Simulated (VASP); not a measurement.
# Fe: relaxed cell and band gap, by functional

Fe, Im-3m (no. 229), 1 atom in the cell.

| Functional | Volume (Å³/atom) | Change from the starting volume (fraction) | Gap, path and mesh (eV) | Moment (μB/cell) | Time (s) |
|---|---|---|---|---|---|
| rMS-PBEl | 11.02 | -0.083 | 0.00 | 2.09 | 288 |
| rMS-B86bl | 11.03 | -0.082 | 0.00 | 2.09 | 271 |
| SCAN-L | 10.92 | -0.092 | 0.00 | 2.05 | 434 |
| rSCAN-L | 11.18 | -0.070 | 0.00 | 2.19 | 174 |
| TASK | 11.95 | -0.005 | 0.00 | 2.83 | 227 |

Limits: Only a ferromagnetic start was run; another order may lie lower and have another gap; rows 3, 4: functionals of the density's Laplacian are noisy on the grid, so small differences in pressure and volume may be numerical; row 5: TASK was built for band gaps, and its volumes can be far off.

## Input of the first row

INCAR.step1:
```
PREC = Accurate ; ENCUT = 600
EDIFF = 1E-5 ; ISMEAR = 1
SIGMA = 0.1 ; LREAL = False
LASPH = True ; GGA_COMPAT = False
ALGO = Normal ; NELM = 150
ISIF = 2 ; LWAVE = True
LCHARG = False ; ISPIN = 2
MAGMOM = 3 ; LORBIT = 11
LMAXMIX = 4 ; GGA = PE
KPAR = 2
```

INCAR.step2, as INCAR.step1 but for:
```
- EDIFF = 1E-5
- ISIF = 2
- LWAVE = True
- GGA = PE
+ EDIFF = 1E-7
+ ISIF = 3
+ LWAVE = False
+ METAGGA = RMSPBEL
+ LMIXTAU = True
+ IBRION = 2
+ EDIFFG = -0.005
+ NSW = 60
+ ISTART = 1
```

INCAR.step3, as INCAR.step2 but for:
```
- NSW = 60
- ISTART = 1
+ NSW = 40
```

INCAR.step4, as INCAR.step3 but for:
```
- ISIF = 3
- IBRION = 2
- EDIFFG = -0.005
- NSW = 40
+ ISIF = 2
+ NBANDS = 14
```

KPOINTS:
```
k-points
0
Gamma
  13 13 13
```

KPOINTS_OPT:
```
path GHNGPH,PN
8
line-mode
reciprocal
 0.0000000000  0.0000000000  0.0000000000  G
 0.5000000000 -0.5000000000  0.5000000000  H

 0.5000000000 -0.5000000000  0.5000000000  H
 0.0000000000  0.0000000000  0.5000000000  N

 0.0000000000  0.0000000000  0.5000000000  N
 0.0000000000  0.0000000000  0.0000000000  G

 0.0000000000  0.0000000000  0.0000000000  G
 0.2500000000  0.2500000000  0.2500000000  P

 0.2500000000  0.2500000000  0.2500000000  P
 0.5000000000 -0.5000000000  0.5000000000  H

 0.2500000000  0.2500000000  0.2500000000  P
 0.0000000000  0.0000000000  0.5000000000  N
```

POSCAR.step1:
```
Fe
1.0
   -1.4430000000      1.4430000000      1.4430000000
    1.4430000000     -1.4430000000      1.4430000000
    1.4430000000      1.4430000000     -1.4430000000
Fe
1
Direct
    0.0000000000      0.0000000000      0.0000000000
```

Commands (each step's output is kept before the next begins):
```
cat potpaw_PBE.64/Fe/POTCAR > POTCAR
cp INCAR.step1 INCAR
cp POSCAR.step1 POSCAR
mpirun -np 2 vasp_std > vasp.out
cp INCAR.step2 INCAR
mpirun -np 2 vasp_std > vasp.out
cp CONTCAR POSCAR
rm WAVECAR CHG
cp INCAR.step3 INCAR
mpirun -np 2 vasp_std > vasp.out
cp CONTCAR POSCAR
rm WAVECAR CHG
cp INCAR.step4 INCAR
mpirun -np 2 vasp_std > vasp.out
```

Changes of the last row against the first:
```
- METAGGA = RMSPBEL
+ XC = TASK_X PW92_C
```

VASP 6.6.1 took 288 s on 2 cores (Intel Xeon 6975P-C (Granite Rapids)), a shared host.
